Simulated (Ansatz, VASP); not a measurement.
## GaAs: VASP beside Ansatz

Aim: how closely do two programs agree when they are given the same cell, functional and k mesh? The cell is taken from a series of VASP runs on this material, whose earlier steps may have relaxed, scaled or displaced it; both programs get it as it stands.

Main program and level: Ansatz 0.2.0; plane waves, with VASP 6.6.1 beside it; relaxation of cell and atoms at LDA.

## 1. The starting structure

The structure is cubic, space group F-43m (No. 216). Conventional cell: a = 5.606 Å, b = 5.606 Å, c = 5.606 Å, α = 90.00°, β = 90.00°, γ = 90.00°. Nearest to Ga lie 4 As at 2.43 Å. Nearest to As lie 4 Ga at 2.43 Å. Farther neighbours are not listed.

Coordinates:

```cif
data_structure
_symmetry_space_group_name_H-M 'F-43m'
_symmetry_Int_Tables_number 216
_cell_length_a 5.6056
_cell_length_b 5.6056
_cell_length_c 5.6056
_cell_angle_alpha 90.000
_cell_angle_beta 90.000
_cell_angle_gamma 90.000
_cell_volume 176.15
loop_
_atom_site_label
_atom_site_type_symbol
_atom_site_symmetry_multiplicity
_atom_site_Wyckoff_symbol
_atom_site_fract_x
_atom_site_fract_y
_atom_site_fract_z
_atom_site_occupancy
Ga1 Ga 4 a 0.00000 0.00000 0.00000 1
As1 As 4 d 0.25000 0.25000 0.75000 1
```

## 2. VASP: relaxation of cell and atoms, LDA

The relaxed volume is the usual yardstick between codes: its relative difference is about their pressure difference at one cell divided by the bulk modulus.

Lines of VASP's logs that name or quote its potential files are left out, and so is its time.

Input file INCAR:

```
SYSTEM = GaAs
PREC = Accurate
ENCUT = 400
EDIFF = 1E-06
NELM = 100
ISMEAR = 0
SIGMA = 0.05
LREAL = .FALSE.
ALGO = Normal
GGA = CA
NBANDS = 15
LORBIT = 11
LWAVE = .FALSE.
LCHARG = .FALSE.
KPAR = 2
IBRION = 2
NSW = 60
ISIF = 3
EDIFFG = -0.01
```

Input file POSCAR:

```
GaAs
1.0
    0.0000000000      2.8028244386      2.8028244386
    2.8028244386      0.0000000000      2.8028244386
    2.8028244386      2.8028244386      0.0000000000
Ga As
1 1
Direct
    0.0000000000      0.0000000000      0.0000000000
    0.2500000000      0.2500000000      0.2500000000
```

Input file KPOINTS:

```
Automatic mesh
0
Gamma
7 7 7
0 0 0
```

Potentials, in the order of the species: Ga_d and As (LDA family, release 64).

On the command line:

```
mpirun -np 2 vasp_std
```

Numbers of over 12 decimals in the logs are rounded to 6 here.

The log of the run:

```text
[banner, memory and clock lines left out]
running    2 mpi-ranks, on    1 nodes
 distrk:  each k-point on    1 cores,    2 groups
 distr:  one band on    1 cores,    1 groups

 POSCAR found type information on POSCAR GaAs
 POSCAR found :  2 types and       2 ions
 LDA part: xc-table for (Slater(with rela. corr.)+CA(PZ))
 , standard interpolation
 POSCAR, INCAR and KPOINTS ok, starting setup
 FFT: planning ... GRIDC
 FFT: planning ... GRID_SOFT
 FFT: planning ... GRID
 WAVECAR not read
 entering main loop
       N       E                     dE             d eps       ncg     rms          rms(c)
DAV:   1     0.716185457382E+02    0.71619E+02   -0.80070E+03   616   0.146E+03
DAV:   2    -0.454285750129E+01   -0.76161E+02   -0.73524E+02   656   0.269E+02
DAV:   3    -0.979156368162E+01   -0.52487E+01   -0.52322E+01   726   0.624E+01
DAV:   4    -0.986600675701E+01   -0.74443E-01   -0.74431E-01   742   0.815E+00
DAV:   5    -0.986716769827E+01   -0.11609E-02   -0.11609E-02   747   0.914E-01    0.308E+00
DAV:   6    -0.967620723620E+01    0.19096E+00   -0.23246E-01   928   0.884E+00    0.181E+00
DAV:   7    -0.963303091126E+01    0.43176E-01   -0.67779E-02   801   0.201E+00    0.527E-01
DAV:   8    -0.962981999060E+01    0.32109E-02   -0.92955E-03   754   0.111E+00    0.109E-01
DAV:   9    -0.962979006158E+01    0.29929E-04   -0.72971E-04   748   0.340E-01    0.423E-02
DAV:  10    -0.962979541240E+01   -0.53508E-05   -0.41386E-05   948   0.692E-02    0.224E-02
DAV:  11    -0.962980036202E+01   -0.49496E-05   -0.66132E-06   698   0.397E-02    0.247E-03
DAV:  12    -0.962980024706E+01    0.11496E-06   -0.39637E-07   454   0.938E-03
   1 F= -.96298002E+01 E0= -.96298002E+01  d E =-.962980E+01
 curvature:   0.00 expect dE= 0.000E+00 dE for cont linesearch  0.000E+00
 trial: gam= 0.00000 g(F)=  0.505E-45 g(S)=  0.180E-05 ort = 0.000E+00 (trialstep = 0.100E+01)
 search vector abs. value=  0.180E-05
 reached required accuracy - stopping structural energy minimisation
```

Parts of OUTCAR (step 2):

```text
ion  position               nearest neighbor table
   1  0.000  0.000  0.000-   2 2.43   2 2.43   2 2.43   2 2.43
   2  0.250  0.250  0.250-   1 2.43   1 2.43   1 2.43   1 2.43

  LATTYP: Found a face centered cubic cell.
 ALAT       =     5.6056488772

 Subroutine GETGRP returns: Found 24 space group operations
 (whereof 24 operations were pure point group operations)

The static configuration has the point symmetry T_d .

 Found     20 irreducible k-points:

   k-points           NKPTS =     20   k-points in BZ     NKDIM =     20   number of bands    NBANDS=     15

   dimension x,y,z NGX =    28 NGY =   28 NGZ =   28
   dimension x,y,z NGXF=    56 NGYF=   56 NGZF=   56

   ENCUT  =  400.0 eV  29.40 Ry    5.42 a.u.   6.46  6.46  6.46*2*pi/ulx,y,z

   NELECT =      18.0000    total number of electrons

 k-points in reciprocal lattice and weights: Automatic mesh
   0.00000000  0.00000000  0.00000000       0.003
   0.14285714  0.00000000  0.00000000       0.023
   0.28571429  0.00000000  0.00000000       0.023
   0.42857143  0.00000000  0.00000000       0.023
   0.14285714  0.14285714  0.00000000       0.017
   0.28571429  0.14285714  0.00000000       0.070
   0.42857143  0.14285714  0.00000000       0.070
  -0.42857143  0.14285714  0.00000000       0.070
  -0.28571429  0.14285714  0.00000000       0.070
[...]
-0.42857143  0.42857143  0.14285714       0.070
  -0.28571429  0.42857143  0.14285714       0.070

 average (electrostatic) potential at core
       1 -67.3095       2 -53.5542

 E-fermi :   4.2834

 k-point     1 :       0.0000    0.0000    0.0000
  band No.  band energies     occupation
    ...
      5     -10.8446      2.00000
      6      -8.8991      2.00000
      7       4.0526      2.00000
      8       4.0526      2.00000
      9       4.0526      2.00000
     10       4.5761      0.00000
     11       7.7288      0.00000
     12       7.7288      0.00000
     13       7.7288      0.00000
     14      11.4748      0.00000
    ...

 k-point     2 :       0.1429    0.0000    0.0000
  band No.  band energies     occupation
    ...
      5     -10.8447      2.00000
      6      -8.6532      2.00000
      7       1.7116      2.00000
      8       3.7413      2.00000
      9       3.7413      2.00000
     10       5.6674      0.00000
     11       8.1768      0.00000
     12       8.1768      0.00000
     13       8.4023      0.00000
     14      12.6552      0.00000
    ...

 k-point     3 :       0.2857    0.0000    0.0000
  band No.  band energies     occupation
    ...
      5     -10.8436      2.00000
      6      -7.9834      2.00000
      7      -0.7712      2.00000
      8       3.2247      2.00000
      9       3.2247      2.00000
     10       5.3422      0.00000
     11       8.6834      0.00000
     12       8.6834      0.00000
     13      10.5818      0.00000
     14      12.7322      0.00000
    ...

  Total       -0.0049879     -0.0049879     -0.0049879      0.0000000      0.0000000      0.0000000
  in kB       -0.1814711     -0.1814711     -0.1814711      0.0000000      0.0000000      0.0000000
  external PRESSURE =      -0.1814711 kB  Pullay stress =       0.0000000 kB

  energy-cutoff  :      400.00
  volume of cell :       44.04
      direct lattice vectors                 reciprocal lattice vectors
     0.000000000  2.802824439  2.802824439    -0.178391480  0.178391480  0.178391480
     2.802824439  0.000000000  2.802824439     0.178391480 -0.178391480  0.178391480
     2.802824439  2.802824439  0.000000000     0.178391480  0.178391480 -0.178391480

 POSITION                                       TOTAL-FORCE (eV/Angst)
 -----------------------------------------------------------------------------------
      0.00000      0.00000      0.00000        -0.000000     -0.000000     -0.000000
      1.40141      1.40141      1.40141         0.000000      0.000000      0.000000
 -----------------------------------------------------------------------------------
    total drift:                                0.000001      0.000001      0.000001

  FREE ENERGIE OF THE ION-ELECTRON SYSTEM (eV)
  ---------------------------------------------------
  free  energy   TOTEN  =        -9.6298002471 eV

  energy  without entropy=       -9.6298002471  energy(sigma->0) =       -9.62980025

 reached required accuracy - stopping structural energy minimisation

 total charge
# of ion       s       p       d       tot
------------------------------------------
    1        0.893   0.833   9.998  11.724
    2        1.214   1.615   0.033   2.862
--------------------------------------------------
tot          2.107   2.448  10.031  14.586

[... 3 further parts left out ...]
```

## 3. Ansatz: relaxation of cell and atoms, LDA

Ansatz runs on its default PAW (the set named soft_2) files.

The same cell, functional (in two slightly different forms), mesh and smearing now go to Ansatz, which takes its cutoff from its data sets.

Input file input.yaml:

```yaml
crystal:
  lattice:
    - [0.0, 2.8028244386, 2.8028244386]
    - [2.8028244386, 0.0, 2.8028244386]
    - [2.8028244386, 2.8028244386, 0.0]
  atoms:
    - { symbol: Ga, position: [0.0, 0.0, 0.0] }
    - { symbol: As, position: [0.25, 0.25, 0.25] }
hamiltonian:
  xc: lda
  pseudopotentials: { kind: paw }
kpoints:
  mp_grid: { grid: [7, 7, 7] }
scf:
  occupations: { method: gaussian, width: 0.05 }
relax:
  f_tol: 0.01
  max_steps: 60
  cell: { stress_tol: 0.05 }
output:
  forces: true
  stress: true
```

On the command line:

```
ansatz run input.yaml --threads 4 --pin off --max-ram 9216MiB --backend cpu --events-out ev --progress --plain --runs-dir out
```

The log of the run:

```text
Engine: ansatz 0.2.0, x86_64-unknown-linux-gnu
Pseudopotentials: kind: paw
Pseudopotential: Ga, paw, valence charge 13, recommended cutoff 420 eV (normal), Ga.paw.azcp
Pseudopotential: As, paw, valence charge 15, recommended cutoff 420 eV (normal), As.paw.azcp
Functional definition: SPW92
  exchange = slater_x
  correlation = pw_c
Crystal: 2 atoms, lattice volume = 44.037 Å³
Basis set: ecut = 420 eV, 869 PW (Γ)
Bands: 18, of which v1, the nominal top of the filled ones, is band 14 counted from 1 (13 counted from 0)
Symmetry: 24 space group operations
Space group: F-43m (ITA 216), of the structure as read, at distance tolerance 3.5e-5 Å
k-points: 20 of 343 (time reversal used)
Non-local potential: Ga, projectors of the file, l = 0: 2, l = 1: 2, l = 2: 3, l = 3: 1
Non-local potential: As, projectors of the file, l = 0: 2, l = 1: 2, l = 2: 3, l = 3: 1
PAW form: soft (Blöchl's): semilocal exchange-correlation on the pseudo side does not see the compensation charge
PAW frozen core: Ga, regenerated for the run's functional, and the local potential with it (the file was generated under x = pbe(κ = 0.804, μ = 0.219515), c = pbe(β = 0.066725))
PAW frozen core: As, regenerated for the run's functional, and the local potential with it (the file was generated under x = pbe(κ = 0.804, μ = 0.219515), c = pbe(β = 0.066725))
PAW one-centre angular grid: Ga, 590 points (default); XC on 64 Gauss nodes
PAW one-centre angular grid: As, 590 points (default); XC on 64 Gauss nodes
Initial density: superposition of atomic densities (neutral atoms: chi_scale 0, normalization atom), corrected by the library's trained network
Initial wavefunctions: pseudopotential atomic-orbital guess
Functional: x = slater, c = lda
SCF iter   1: F=—  HF=-8481.288688 eV  |F-HF|=—  |Δ(HF+E_count)|=         —  Δρ=4.91e-3  dr2=6.58e-3  ethr=1.77e-3  ⟨swp⟩=5.8  Hψ=1743  notcnv=0
preconditioner: auto → none  [insulator: Δε(μ)=0.450 eV  Ē_g=15.586 eV  σ=0.050 eV  W_gap=1.00  n_scr=14 (ndim 8)  ℏωp=23.7 eV  f_vac=0.078  D(μ)=0.00/eV (n_scr^D=0)  ε∞_Penn≈3.3]
SCF iter   2: F=—  HF=-8481.285953 eV  |F-HF|=—  |Δ(HF+E_count)|=   2.73e-3  Δρ=2.45e-3  dr2=9.77e-4  ethr=2.35e-5  ⟨swp⟩=2.9  Hψ=839  notcnv=0
SCF iter   3: F=—  HF=-8481.285893 eV  |F-HF|=—  |Δ(HF+E_count)|=   6.02e-5  Δρ=6.58e-4  dr2=1.74e-4  ethr=3.49e-6  ⟨swp⟩=2.0  Hψ=531  notcnv=0
SCF iter   4: F=—  HF=-8481.285816 eV  |F-HF|=—  |Δ(HF+E_count)|=   7.69e-5  Δρ=2.48e-4  dr2=1.17e-5  ethr=6.20e-7  ⟨swp⟩=2.0  Hψ=540  notcnv=0
SCF iter   5: F=—  HF=-8481.285818 eV  |F-HF|=—  |Δ(HF+E_count)|=   2.15e-6  Δρ=1.48e-5  dr2=9.46e-8  ethr=4.17e-8  ⟨swp⟩=2.0  Hψ=476  notcnv=0
SCF iter   6: F=-8481.285818 eV  HF=-8481.285818 eV  |F-HF|=1.70e-9  |Δ(HF+E_count)|=   1.01e-8  Δρ=3.73e-6  dr2=3.21e-9  ethr=3.38e-10  ⟨swp⟩=2.6  Hψ=1331  notcnv=0
SCF 1 converged in 6 iterations: F = -8481.285818 eV  dr2 = 3.21e-9
  greatest PAW one-centre occupation: 0.999 electrons in one spin orbital (limit 2), on the As atom at site 1 (counted from 0), in its partial waves of l = 2
relax step   1: F+E_penalty+E_count = -8481.28581788 eV  Δ(F+E_penalty+E_count) = +0.000e0 eV  max|allowed force component| = 1.515e-16 eV/Å  Δτ_max = 0.0000 Å  P = -0.135 GPa  Ω = 44.037 Å³  (6 SCF iters, dr2 threshold 1.00e-7 eV, accepted)
[...]
relax step   2: F+E_penalty+E_count = -8481.28586244 eV  Δ(F+E_penalty+E_count) = -4.457e-5 eV  max|allowed force component| = 2.483e-17 eV/Å  Δτ_max = 0.0000 Å  P = -0.027 GPa  Ω = 43.973 Å³  energy of the carried Pulay correction = +1.213e-5 eV  (3 SCF iters, dr2 threshold 4.57e-8 eV, accepted)
[...]
relax step   3: F+E_penalty+E_count = -8481.28583907 eV  Δ(F+E_penalty+E_count) = +2.338e-5 eV  max|allowed force component| = 2.403e-17 eV/Å  Δτ_max = 0.0000 Å  P = -0.026 GPa  Ω = 43.973 Å³  stress off target by 2.61e-2 GPa  SCF on the basis re-selected at this cell (its energy is not comparable with the rows above)  (5 SCF iters)
basis re-selected at this cell: Δ(F+E_penalty+E_count) = +2.338e-5 eV, ΔP = +0.001 GPa vs the last step (what re-selecting the basis moved, of the pressure what is left beyond the Pulay correction that the steps carried, after the strain that the cell walked since its last selection, with what the two solves' SCF thresholds leave and, on support functions, any second-order correction that the steps lacked; it is no m [...]
SCF converged after 5 iterations
Free energy (F): -8481.285839 eV
Harris-Foulkes:  -8481.285839 eV  (|F-HF|=3.64e-12)
Internal energy: -8481.285839 eV  (E = F + TS)
E sigma→0 (E₀):  -8481.285839 eV
Fermi energy:    8.492107 eV
--- Per-component energies (eV) ---
  E_band       = -314.836962
  E_kinetic    = 220.975985
  E_local      = -3887.564448  (includes V_loc(G=0)·N_el)
  E_nonlocal   = -238.525040
  E_hartree    = 1958.255736
  E_xc         = -148.307393
  E_vxc        = -138.893731  (∫ρ·V_xc dr)
  E_paw        = -3666.737227  (= ΣΔE_a)
  E_vpaw       = -187.341088  (= ΣTr[D̂ρ^β])
  E_aug_tail   = -0.000107  (compensation charges beyond the density's cutoff)
  E_ewald      = -2723.187055
  E_core_change = 3.803710  (= ΣΔE_core)
  E_smearing   = -0.000000  (= −TS)
  E_closure    = 0.000000  (closes the sum)
  Σ components = -8481.285839   (vs F -8481.285839, Δ=0.00e0)
--- Forces (eV/Å), atoms counted from 1 ---
  atom   1  Ga     0.00000000    -0.00000000    -0.00000000
  atom   2  As    -0.00000000    -0.00000000    -0.00000000
  max |Σ_I F_I| component: 4.91e-17 eV/Å
--- Stress (GPa, compression-positive) ---
       -0.026097       0.000000       0.000000
        0.000000      -0.026097       0.000000
        0.000000       0.000000      -0.026097
  P = ⅓ Tr σ = -0.0261 GPa (-0.261 kbar)
--- Relaxed structure (2 steps of the walk, 2 accepted, 1 SCFs on fresh bases) ---
  F+E_penalty+E_count = -8481.28583907 eV   max|allowed force component| = 2.403e-17 eV/Å   (the final SCF, on the basis selected at the relaxed cell)
  cell:  # Å, volume = 43.9727 Å³
    - [0, 2.801460, 2.801460]
    - [2.801460, 0, 2.801460]
    - [2.801460, 2.801460, 0]
  atoms:
    - { symbol: Ga, position: [0, 0, 0] }
    - { symbol: As, position: [0.25, 0.25, 0.25] }
```

Run time: 1.2 s. Hardware: 4 threads of Intel Xeon Platinum 8559C (Emerald Rapids), shared host; peak memory 0.4 GiB.

## 4. Side by side

Known differences besides the potentials themselves: the two LDA forms differ slightly; both relaxations stop at a tolerance, which leaves soft axes loose, and VASP keeps its plane-wave basis; the data sets hold 28 valence electrons in Ansatz (default PAW (the set named soft_2) files) and 18 in VASP; the cutoff is 420 eV in Ansatz and 400 eV in VASP; VASP's log shows a relativistic correction to its local exchange, Ansatz's none; Ansatz adds a Pulay correction to the stress that steers its cell, VASP none. Total energies have different zeros and are not compared.

Compared:

```
                                         quantity  Ansatz   VASP  difference
                                      volume (Å³)   43.97  44.04     -0.15 %
edge a after relaxation, in the typed setting (Å)   3.962  3.964     -0.05 %
```

The walks stopped with -0.03 GPa left in Ansatz and -0.02 GPa in VASP; each walk ends within a tolerance, so the volume difference is uncertain by about these residues over the bulk modulus, most in soft cells.

## 5. Outcome

```yaml
difference_in_volume_relaxation_of_cell_and_atoms_lda: -0.15 %
```

The difference in volume is -0.15 % (relaxation of cell and atoms, LDA), within the 1.2 % picked in this series as the mark of a large difference, as far as the stopping tolerances let one tell. How closely two codes agree says nothing of how well the functional describes the real material.

[Lines on the potential files, build, host, timing and source positions are cut from VASP's logs without a mark.]

[Logs are printed without paths, hosts, clocks, repeated set-up lines and the standing remarks that a program may print on its own settings, such as how far it seeks lower states.]

[Hosts, paths, dates, database ids (printed as entryN), source tags and the programs' standing remarks are cut or masked in the printed files.]
